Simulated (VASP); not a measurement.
**MgO: single point with r2SCAN**

MgO:

```
Mg O
1.0
     0.00000    2.13515    2.13515
     2.24725    0.00000    2.13515
     2.24725    2.13515    0.00000
Mg O
1 1
Direct
  0.00000 0.00000 0.00000
  0.50000 0.50000 0.50000
```

The cell isn't the ideal one: strain +0.0525 x Voigt [1, 0, 0, 0, 0, 0], atoms carried along.

```json
{
  "Program": "VASP 6.6.1",
  "Task": "single point",
  "Functional": "r2SCAN",
  "Potentials or basis": "VASP PAW PBE potentials, release 64 (Mg, O)",
  "Cutoff": "520 eV",
  "k mesh": "10 × 10 × 10",
  "Occupations": "gaussian, width 0.05 eV",
  "Spin": "no spin polarisation",
  "Dipole correction": "no",
  "Further INCAR settings": "ALGO = Normal; EDIFF = 1e-06; NBANDS = 11"
}
```

```
Pressure               : -13.8 GPa
Band gap on the k mesh : 4.64 eV, direct
```

Stress tensor (GPa, compression positive):
```
-17.13   0.00   0.00
  0.00 -12.06   0.00
  0.00   0.00 -12.06
```

Levels at points of the mesh, in eV from the valence-band top:
```
           k point  band 1  band 2  band 3  band 4  band 5  band 6  band 7  band 8  band 9
(0.00, 0.00, 0.00)  -17.83   -0.11   -0.11    0.00    4.64   15.90   16.42   16.42   20.14
(0.50, 0.00, 0.00)  -16.80   -4.29   -0.70   -0.60    8.12   12.64   15.91   16.97   20.87
(0.50, 0.50, 0.00)  -16.54   -3.76   -1.54   -1.22    9.67    9.99   13.44   18.21   19.18
(0.00, 0.50, 0.50)  -16.66   -3.89   -1.19   -1.19   10.04   10.17   12.77   19.29   19.29
```

It took 2.1 min on 1 thread of Intel(R) Xeon(R) Platinum 8175M CPU @ 2.50GHz (Skylake/Cascade Lake), on a shared host, peak memory 0.16 GiB.

Caveat: the PAW data sets were made with another functional, which shifts forces and pressure a little.
